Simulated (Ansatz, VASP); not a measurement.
## One calculation of Mg2ZnO3, two programs

INCAR

```
PREC = Accurate ; ENCUT = 520
EDIFF = 1E-6 ; ISMEAR = 0
SIGMA = 0.01 ; LREAL = F
LASPH = T ; NELM = 100
ALGO = Normal ; ISIF = 2
LWAVE = F ; LCHARG = F
GGA = PS ; NBANDS = 26
```

File KPOINTS:

```
Automatic mesh
0
Gamma
  3 3 1
```

Contents of POSCAR:

```
Mg2ZnO3
1.0
    3.0329990000      0.0000000000      0.0000000000
   -1.5164990000      2.6266540000      0.0000000000
    0.0000000000      0.0000000000      7.4033160000
Mg Zn O
2 1 3
Direct
    0.3333333333      0.6666666667      0.6658000000
    0.6666666667      0.3333333333      0.3342000000
    0.0000000000      0.0000000000      0.0000000000
    0.3333333333      0.6666666667      0.1726190000
    0.6666666667      0.3333333333      0.8273810000
    0.0000000000      0.0000000000      0.5000000000
```

Input for Ansatz:

```yaml
crystal:
  lattice:
    - [3.032999, 0.0, 0.0]
    - [-1.516499, 2.626654, 0.0]
    - [0.0, 0.0, 7.403316]
  atoms:
    - { symbol: Mg, position: [0.3333333333333333, 0.6666666666666666, 0.6658] }
    - { symbol: Mg, position: [0.6666666666666666, 0.3333333333333333, 0.3342] }
    - { symbol: Zn, position: [0.0, 0.0, 0.0] }
    - { symbol: O, position: [0.3333333333333333, 0.6666666666666666, 0.172619] }
    - { symbol: O, position: [0.6666666666666666, 0.3333333333333333, 0.827381] }
    - { symbol: O, position: [0.0, 0.0, 0.5] }
accuracy: low
kpoints:
  mp_grid:
    grid: [3, 3, 1]
hamiltonian:
  xc: pbesol
  pseudopotentials:
    kind: paw
scf:
  occupations:
    method: fixed
  eigensolver:
    kind: davidson
    mixed_precision: false
output:
  eigenvalues: true
```

The cell comes from a database or a generator and needn't be the stable form of this composition.

Alike in both runs: task single point; functional PBEsol; k mesh 3 × 3 × 1; no spin polarisation.

```csv
,VASP,Ansatz
version,VASP 6.6.1,Ansatz 0.2.0
potentials or method,"VASP PAW PBE potentials, release 64 (Mg, Zn, O)","plane waves, PAW"
plane-wave cutoff (eV),520,420
occupations,"gaussian, width 0.01 eV",fixed
valence electrons in the cell,34,50
```

```csv
,VASP,Ansatz,Ansatz less VASP
gap on the k mesh at the Fermi level (eV),2.84,2.86,+0.016
```

The two sets of potentials don't hold the same shells in valence.

Caveats: the k mesh is coarse (spacing up to 0.85 Å⁻¹), so the values aren't converged.
